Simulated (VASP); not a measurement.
# Al: restarted molecular dynamics, 2 variants

Al, Fm-3m (no. 225), 8 atoms in the cell. PBE, molecular dynamics; PAW potentials Al (PBE set).

| Restart from | Temperature at the end (K) | The same without a restart (K) | Potential energy at the end (eV/atom) | The same without a restart (eV/atom) | Electronic steps in the first step after the restart | Time (s) |
|---|---|---|---|---|---|---|
| CONTCAR with velocities, WAVECAR read | 321.0 | 321.0 | -3.77196 | -3.77196 | 4 | 87 |
| CONTCAR with velocities, no WAVECAR | 321.0 | 321.0 | -3.77196 | -3.77196 | 13 | 92 |

Limits: 120 fs of 8 atoms are too short for converged averages; the cell is only 4.7 Å across, so each atom moves in step with near copies of itself.

## Input of the first row

INCAR.step1:
```
SYSTEM = Al
ALGO = Fast
ANDERSEN_PROB = 0.0
EDIFF = 1E-6
ENCUT = 240
GGA = PE
IBRION = 0
ISIF = 2
ISMEAR = -1
ISYM = 0
KPAR = 2
LASPH = .True.
LCHARG = .False.
LREAL = Auto
LWAVE = .True.
MDALGO = 1
NELM = 60
NELMIN = 4
NSW = 30
POTIM = 2.0
PREC = Normal
RANDOM_SEED = 605934 0 0
SIGMA = 0.05
TEBEG = 600
```

INCAR.step2, as INCAR.step1 but for:
```
- LWAVE = .True.
+ LWAVE = .False.
```

KPOINTS:
```
k-points
0
Gamma
  3 3 3
```

POSCAR.step1:
```
Al
1.0
    0.0000000000      4.0496100000      4.0496100000
    4.0496100000      0.0000000000      4.0496100000
    4.0496100000      4.0496100000      0.0000000000
Al
8
Direct
    0.0000000000      0.0000000000      0.0000000000
    0.0000000000      0.0000000000      0.5000000000
    0.0000000000      0.5000000000      0.0000000000
    0.0000000000      0.5000000000      0.5000000000
    0.5000000000      0.0000000000      0.0000000000
    0.5000000000      0.0000000000      0.5000000000
    0.5000000000      0.5000000000      0.0000000000
    0.5000000000      0.5000000000      0.5000000000
```

Commands (each step's output is kept before the next begins):
```
cat potpaw_PBE.64/Al/POTCAR > POTCAR
cp INCAR.step1 INCAR
cp POSCAR.step1 POSCAR
mpirun -np 2 vasp_std > vasp.out
cp CONTCAR POSCAR
cp INCAR.step2 INCAR
mpirun -np 2 vasp_std > vasp.out
```

Changes of the last row against the first:
```
(step 1)
- LWAVE = True
+ LWAVE = False
```

VASP 6.6.1 took 87 s on 2 cores (Intel Xeon Platinum 8375C @ 2.90GHz (Ice Lake)), a shared host.
